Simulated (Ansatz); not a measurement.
**Stress against strain in KCl**

```xyz
2
Lattice="0.0000 3.1561 3.1561 3.1561 0.0000 3.1561 3.1561 3.1561 0.0000" Properties=species:S:1:pos:R:3 pbc="T T T"
K     0.0000    0.0000    0.0000
Cl    3.1561    3.1561    3.1561
```

Atom numbers follow the list: K1, Cl2.

The conventional cell has a = 6.312 Å, b = 6.312 Å, c = 6.312 Å, α = 90.00°, β = 90.00°, γ = 90.00°. K (atom 1) has 6 Cl at 3.16 Å as nearest neighbours. Around Cl (atom 2) lie 6 K at 3.16 Å.

Structure: COD 9003114, as refined from experiment and not relaxed.

Computed with DFT, LDA, all-electron LAPW, scalar-relativistic (Ansatz 0.2.0).

The runs use a Γ-centred 7×7×7 k mesh, Fermi–Dirac smearing of 0.03 eV, basis error target 1 meV/atom, no spin polarisation.

The strain is applied along the Cartesian axes of the cell as listed (the other components stay zero). Fractional coordinates are held (clamped ions).

σ is the change of stress from the unstrained cell, which is at -2.08 GPa; tension is positive, so slopes are stress–strain coefficients at that pressure.

Only quantities that a quadratic follows smoothly over the whole series are listed; rougher ones are left out.

```
εxx = εyy  σzz (GPa)  σxx (GPa)
  -0.0300      -0.26      -1.38
  -0.0100      -0.08      -0.38
   0.0000       0.00       0.00
   0.0100       0.08       0.32
   0.0200       0.16       0.58
   0.0300       0.24       0.79
```

Question: Fit the series and read off the stiffness at zero strain.

Answer: Least-squares fits y = p0 + p1 x + p2 x² to the rows give σzz (GPa): p1 = 8.29, p2 = -12; σxx (GPa): p1 = 36, p2 = -330. So 2 C12 = 8 GPa and C11 + C12 = 36 GPa.

Question: One run, at εxx = εyy = -0.0200, is withheld. Predict its row.

Answer: The fits give -0.17, -0.85; the run gave -0.17, -0.84.
